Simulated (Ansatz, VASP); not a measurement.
Ir in VASP and in Ansatz

```
CELL_PARAMETERS angstrom
-2.40342 2.40342 1.35664
2.40342 -2.40342 1.35664
2.40342 2.40342 -1.35664
ATOMIC_POSITIONS crystal
Ir 0.00000 0.00000 0.00000
Ir 0.75000 0.25000 0.50000
```

Alike in both runs: functional PBEsol; k mesh 8 × 8 × 8; occupations gaussian, width 0.1 eV; no spin polarisation.

Ansatz relaxed the structure, and its values are those at the end. VASP's run is a single point on that final structure, the one shown.

|  | VASP | Ansatz |
| --- | --- | --- |
| version | VASP 6.6.1 | Ansatz 0.2.0 |
| potentials or method | VASP PAW PBE potentials, release 64 (Ir) | scalar-relativistic, plane waves, PAW |
| plane-wave cutoff (eV) | 520 | 420 |
| valence electrons in the cell | 18 | 34 |

```tsv
	VASP	Ansatz	Ansatz less VASP
gap on the k mesh at the Fermi level (eV)	none	none	-
pressure (GPa)	0.5	0.0	-0.55
```

A gap of «none» marks a metal or a gap that the smearing closes. The functional is the same, so the differences come from potentials, cutoffs and numerics. The two sets of potentials don't hold the same shells in valence.

Caveats: the PAW data sets were made with another functional, which shifts forces and pressure a little (VASP). The runs have no spin-orbit coupling, so splittings on Ir are missing.
